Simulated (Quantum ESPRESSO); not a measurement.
# SiC (Moissanite 3C): zone-centre phonons

Aim: the zone-centre modes of SiC (Moissanite 3C).

Calculated with Quantum ESPRESSO 7.5; DFT PBE, scalar-relativistic, plane waves, GBRV ultrasoft pseudopotentials.

**Measured values to reproduce.**

“On melting of silicon carbide under pressure” (2012, arxiv:1210.3244) quotes from earlier work for SiC, 3C polytype (zincblende) (single crystals from silicon oxide and carbon black reaction at 2800 K, annealed in air): lattice constant a (a of cubic 3C-SiC starting crystals) 4.357 Å [Starting-material characterisation; no method, uncertainty or temperature given].

“Infrared properties of SiC particles” (1999, arxiv:astro-ph/9903031) quotes from earlier work for SiC, 3C (beta, cubic zinc blende) (literature average; scatter up to 0.2): ε∞ (high-frequency dielectric constant) 6.49 [average of published experimental values; polytype label garbled in the row, 3C inferred …].

For SiC, 3C zinc blende (undoped polycrystalline, with stacking faults), “Role of Spin, Phonon and Plasmon Dynamics on Ferromagnetism in Cr doped 3C-SiC” (2018, arxiv:1810.03146) gives, by Raman scattering, 488 nm: Raman mode (TO at Gamma) 796 cm⁻¹ [overlaps with a disorder-induced band at 789 cm-1; sample has stacking faults …].

For SiC, 3C (zinc blende) (high-purity CVD 3C-SiC wafer, 292 K), “Optical properties of silicon carbide for astrophysical applications I. New laboratory infrared reflectance spectra and optical constants” (2008, arxiv:0803.1210) gives, by FTIR reflectance, classical dispersion analysis: infrared mode (TO at Gamma) about 797.5 cm⁻¹ [TO position from reflectance band and dispersion fit; imperfect surface polish].

This is a report of a sequence of runs, with most program output left out.

### Step 1. The structure

It takes space group F-43m (No. 216, cubic). The conventional cell has a = 4.358 Å, b = 4.358 Å, c = 4.358 Å, α = 90.00°, β = 90.00°, γ = 90.00°. Si has 4 C at 1.89 Å nearest. C has 4 Si at 1.89 Å nearest. Farther neighbours are not listed.

### Step 2. A probe with smearing

A cheap run with smearing and empty bands tells whether the crystal has a gap, which decides between fixed occupations and smearing later on.

Contents of probe.in:

```
&control
   calculation = 'scf'
   prefix = 'x'
   outdir = './tmp'
   pseudo_dir = './pseudo'
   tprnfor = .true.
   tstress = .true.
   verbosity = 'high'
/
&system
   ibrav = 2
   celldm(1) = 8.23542645
   nat = 2
   ntyp = 2
   ecutwfc = 55.0
   ecutrho = 440.0
   occupations = 'smearing'
   smearing = 'gaussian'
   degauss = 0.01
/
&electrons
   conv_thr = 1.0d-07
   mixing_beta = 0.7
   electron_maxstep = 100
/
ATOMIC_SPECIES
 Si     28.0850  Si.upf
 C      12.0110  C.upf
ATOMIC_POSITIONS crystal
 Si     0.000000000   0.000000000   0.000000000
 C      0.250000000   0.250000000   0.250000000
K_POINTS automatic
 8 8 8 0 0 0
```

Started as:

```
> OMP_NUM_THREADS=1 mpirun -n 4 pw.x -nk 4 -in probe.in > probe.out
```

Elapsed: 2.3 s, on 4 MPI ranks of Arm Neoverse V1, shared host.

Numbers from this step:

- volume per atom: 10.35 Å³
- pressure: 3.133 GPa
- gap on the k-mesh: 1.369 eV

A gap of 1.4 eV opens on this mesh, so the crystal is taken as an insulator; the start stands at 3.1 GPa.

### Step 3. Relaxing the cell and atoms

The relaxation runs at a cutoff a fifth above that of the response, since stress converges more slowly with the basis than frequencies do. Forces and stress are brought to rest with tight thresholds.

Contents of relax.in:

```
&control
   calculation = 'vc-relax'
   prefix = 'x'
   outdir = './tmp'
   pseudo_dir = './pseudo'
   tprnfor = .true.
   tstress = .true.
   forc_conv_thr = 2.0d-05
   etot_conv_thr = 1.0d-07
   nstep = 40
/
&system
   ibrav = 2
   celldm(1) = 8.23542645
   nat = 2
   ntyp = 2
   ecutwfc = 66
   ecutrho = 528.0
   occupations = 'fixed'
   nbnd = 6
/
&electrons
   conv_thr = 1.0d-11
   mixing_beta = 0.7
   electron_maxstep = 100
/
&ions
/
&cell
   press_conv_thr = 0.2
/
ATOMIC_SPECIES
 Si     28.0850  Si.upf
 C      12.0110  C.upf
ATOMIC_POSITIONS crystal
 Si     0.000000000   0.000000000   0.000000000
 C      0.250000000   0.250000000   0.250000000
K_POINTS automatic
 10 10 10 0 0 0
```

Started as:

```
> OMP_NUM_THREADS=1 mpirun -n 4 pw.x -nk 4 -in relax.in > relax.out
```

Wall time 12 s (4 MPI ranks).

Relaxation path:

```tsv
step	energy less that of the first step (eV)	largest force (eV/Å)	pressure (GPa)	volume (Å³)
1	0.0000	0.0000	3.04	20.69
2	-0.0027	0.0000	-0.32	21.01
3	-0.0027	0.0000	-0.01	20.98
4	-0.0027	0.0000	0.00	20.98
5	-0.0028	0.0000	0.00	20.98
```

```tsv
conventional cell, symmetrised	before	after	change
a (Å)	4.358	4.378	+0.5 %
b (Å)	4.358	4.378	+0.5 %
c (Å)	4.358	4.378	+0.5 %
volume (Å³/atom)	10.35	10.49	+1.4 %
```

Final coordinates:

```
CELL_PARAMETERS angstrom
-2.18915 0.00000 2.18915
0.00000 2.18915 2.18915
-2.18915 2.18915 0.00000
ATOMIC_POSITIONS crystal
Si 0.00000 0.00000 0.00000
C 0.25000 0.25000 0.25000
```

The last row of the table of steps is pw.x's closing run on a basis chosen anew for the final cell, so its energy can jump.

Read from the output:

```
volume per atom   : 10.49 Å³
pressure          : -0.003000 GPa
gap on the k-mesh : 1.382 eV
```

The volume changes by +1.4 % from the cell with which this run began.

### Step 4. Self-consistent run for the response

The response is built on this ground state, so it is converged far tighter than an energy would need. With a gap, occupations are fixed, which also allows the response to an electric field.

Contents of scf.in:

```
&control
   calculation = 'scf'
   prefix = 'x'
   outdir = './tmp'
   pseudo_dir = './pseudo'
   tprnfor = .true.
   tstress = .true.
/
&system
   ibrav = 2
   celldm(1) = 8.27379947
   nat = 2
   ntyp = 2
   ecutwfc = 55.0
   ecutrho = 440.0
   occupations = 'fixed'
   nbnd = 6
/
&electrons
   conv_thr = 1.0d-12
   mixing_beta = 0.7
   electron_maxstep = 100
/
ATOMIC_SPECIES
 Si     28.0850  Si.upf
 C      12.0110  C.upf
ATOMIC_POSITIONS crystal
 Si     0.000000000   0.000000000   0.000000000
 C      0.250000000   0.250000000   0.250000000
K_POINTS automatic
 12 12 12 0 0 0
```

Started as:

```
> OMP_NUM_THREADS=1 mpirun -n 4 pw.x -nk 4 -in scf.in > scf.out
```

Wall time 5.2 s (4 MPI ranks); 21 s of CPU time.

This step gave:

```yaml
pressure: 0.059 GPa
```

The cell stands at 0.059 GPa, close enough for phonons.

### Step 5. Linear response at Γ

At q = 0 one unit cell holds all displacements; symmetry groups them into irreducible representations that are solved one by one. The response to a field gives ε∞ and the Born charges, which polar modes need.

Contents of ph.in:

```
phonons
&inputph
   prefix = 'x'
   outdir = './tmp'
   fildyn = 'g.dyn'
   tr2_ph = 1.0d-18
   epsil = .true.
/
0.000000000000 0.000000000000 0.000000000000
```

Started as:

```
> OMP_NUM_THREADS=1 mpirun -n 4 ph.x -nk 4 -in ph.in > ph.out
```

Elapsed: 42 s, on 4 MPI ranks.

This step gave:

| Quantity | Value |
| --- | --- |
| miss of the charge sum rule | 0.001440 e |
| largest acoustic frequency at the zone centre before the sum rule | 0.61 cm⁻¹ |
| highest optical zone-centre mode (no LO-TO term) | 776.1 cm⁻¹ |
| lowest optical zone-centre mode | 776.1 cm⁻¹ |
| mean high-frequency dielectric constant | 6.988 |
| largest Born charge in size (third of the trace) | 2.709 e |

Born charge (rows field, columns displacement), before the sum rule (e), principal values of the symmetric part by kind of site:

```tsv
atom	atoms with these values	low	middle	high	mean
Si1	1	2.71	2.71	2.71	2.71
C2	1	-2.71	-2.71	-2.71	-2.71
```

In full for C2:

```
-2.71  0.00  0.00
 0.00 -2.71  0.00
 0.00  0.00 -2.71
```

High-frequency dielectric tensor:

```
6.99 0.00 0.00
0.00 6.99 0.00
0.00 0.00 6.99
```

The acoustic modes at Γ come out as far as 0.6 cm⁻¹ from zero, where they should vanish, a small numerical error; the Born charges miss their sum rule by 0.0014 e, which is good.

### Step 6. Zone-centre analysis

A rigid shift of the crystal must cost nothing, but grids and finite bases break this; the acoustic sum rule is imposed before the matrix is diagonalised again. With Born charges the intensities follow, and the static dielectric tensor.

Contents of dynmat.in:

```
&input
   fildyn = 'g.dyn'
   asr = 'simple'
   fileig = 'dynmat.eig'
   lperm = .true.
/
```

Started as:

```
> dynmat.x -in dynmat.in > dynmat.out
```

Run time: 0.45 s. Hardware: 1 thread.

Numbers from this step:

```yaml
mean_static_dielectric_constant: 10.38
```

Unit eigenvectors of the mass-weighted matrix after the sum rule; no LO-TO term. The modes at Γ (shares of kinetic energy by element, %):

```tsv
mode	frequency (cm⁻¹)	symmetry	Si %	C %
1	0.0	acoustic	70	30
2	0.0	acoustic	70	30
3	0.0	acoustic	70	30
4	776.2	T2	30	70
5	776.2	T2	30	70
6	776.2	T2	30	70
```

Displacements in mode 5 (776.2 cm⁻¹), the largest set to 1:
```
Si1  0.00  0.00 -0.43
C2   0.00  0.00  1.00
```

Degenerate modes summed, no LO-TO term. Lines of the infrared spectrum (strongest = 100):

```tsv
position (cm⁻¹)	lines merged	label	IR intensity, relative
776	3	T2	100
```

Static dielectric tensor (ions relaxed, fixed cell):

```
10.38  0.00  0.00
 0.00 10.38  0.00
 0.00  0.00 10.38
```

The rule moves no optical mode by more than 0.1 cm⁻¹.

### Step 7. Check by a frozen phonon

The atoms are moved along one mode, by 0.015 Å at most in any Cartesian component, and the restoring forces give its frequency without the response code: a check of the response kernel of this functional.

Contents of frozen.in:

```
&control
   calculation = 'scf'
   prefix = 'x'
   outdir = './tmp'
   pseudo_dir = './pseudo'
   tprnfor = .true.
/
&system
   ibrav = 2
   celldm(1) = 8.27379947
   nat = 2
   ntyp = 2
   ecutwfc = 55.0
   ecutrho = 440.0
   occupations = 'fixed'
   nbnd = 6
/
&electrons
   conv_thr = 1.0d-11
   mixing_beta = 0.7
   electron_maxstep = 100
/
ATOMIC_SPECIES
 Si     28.0850  Si.upf
 C      12.0110  C.upf
ATOMIC_POSITIONS crystal
 Si     0.001465175  -0.001465175   0.001465175
 C      0.246574018   0.253425982   0.246574018
K_POINTS automatic
 12 12 12 0 0 0
```

Started as:

```
> OMP_NUM_THREADS=1 mpirun -n 4 pw.x -nk 4 -in frozen.in > frozen.out
```

The job ended after 11 s (4 MPI ranks; 42 s of CPU time).

Numbers from this step:

```
gap on the k-mesh              : 1.280 eV
frequency from the forces      : 775.9 cm⁻¹
frequency from linear response : 776.2 cm⁻¹
```

The forces give 775.9 cm⁻¹ against 776.2 cm⁻¹ from linear response after the sum rule.

### Step 8. The LO-TO splitting (1 0 0)

A longitudinal polar mode sets up a macroscopic field that stiffens it; the term hangs on the direction from which q goes to zero.

Contents of dynmat.in:

```
&input
   fildyn = 'g.dyn'
   asr = 'simple'
   fileig = 'dynmat.eig'
   q(1) = 1.0
   q(2) = 0.0
   q(3) = 0.0
/
```

Started as:

```
> dynmat.x -in dynmat.in > dynmat.out
```

It took 0.45 s on 1 thread.

Numbers from this step:

| Property | Result |
| --- | --- |
| highest mode moved by the LO-TO term | 946.0 cm⁻¹ |

Zone-centre frequencies as printed; negative means imaginary. Modes:

```tsv
mode	frequency (cm⁻¹)
1	0
2	0
3	0
4	776.1
5	776.1
6	946
```

The field moves one mode, from 776 to 946 cm⁻¹; the others stay.

### Step 9. Summary of results

```json
{"space group after relaxation": "F-43m", "volume per atom": "10.5 Å³", "gap on the k-mesh": "1.38 eV", "highest optical zone-centre mode (no LO-TO term)": "776.1 cm⁻¹", "highest mode moved by the LO-TO term": "946.0 cm⁻¹", "mean high-frequency dielectric constant": "6.99", "largest Born charge in size (third of the trace)": "2.71 e", "mean static dielectric constant": "10.4", "imaginary optical modes at the zone centre (no q mesh in this session)": "none"}
```

What this shows: At the PBE level the optical modes of SiC (Moissanite 3C) at the zone centre (no LO-TO term) lie at 776 cm⁻¹. Along the directions run, the highest mode that the macroscopic field moves lies at 946 cm⁻¹. Lattice motion raises the mean dielectric constant from 6.988 to 10.38. The Lyddane-Sachs-Teller relation holds: (ωLO/ωTO)² is 1.49 and ε₀/ε∞ is 1.49. These are harmonic frequencies at zero temperature: anharmonic shifts and linewidths and thermal expansion are left out.

Computed beside measured:

| quantity | measured | PBE GBRV ultrasoft, Quantum ESPRESSO |
| --- | --- | --- |
| lattice constant a (Å) | 4.357 | 4.378 (+0.5 %) |
| ε∞ (mean of the tensor) | 6.49 | 6.99 (+7.7 %) |
| Raman mode, TO at Gamma (cm⁻¹) | 796 | 776 (-2.5 %) |
| infrared mode, TO at Gamma (cm⁻¹) | 797.5 | 776 (-2.7 %) |

Measured values from arxiv:1210.3244 (2012), arxiv:astro-ph/9903031 (1999), arxiv:1810.03146 (2018) and arxiv:0803.1210 (2008).

How well it matches: The lattice constant a is off by +0.5 %: good agreement. The ε∞ is off by +7.7 %: fair agreement. The Raman mode is off by -2.5 %: good agreement. The infrared mode is off by -2.7 %: good agreement. The grades are ours: good and fair within 0.7 and 1.5 % for the lattice constant a, 7 and 18 % for the ε∞, 3 and 7 % for the Raman mode and 3 and 7 % for the infrared mode. For lattice constants, Raman mode and infrared mode the calculation has a static lattice, without zero-point motion or thermal expansion (measured at up to 292 K). As a rule both would widen the computed cell, so the excess over experiment is if anything larger than shown.

[Host names and launcher messages were left out of these logs when they were recorded.]

[Logs are printed without paths, hosts, clocks, repeated set-up lines and the standing remarks that a program may print on its own settings, such as how far it seeks lower states.]

[Hosts, paths, dates, database ids (printed as entryN), source tags and the programs' standing remarks are cut or masked in the printed files.]
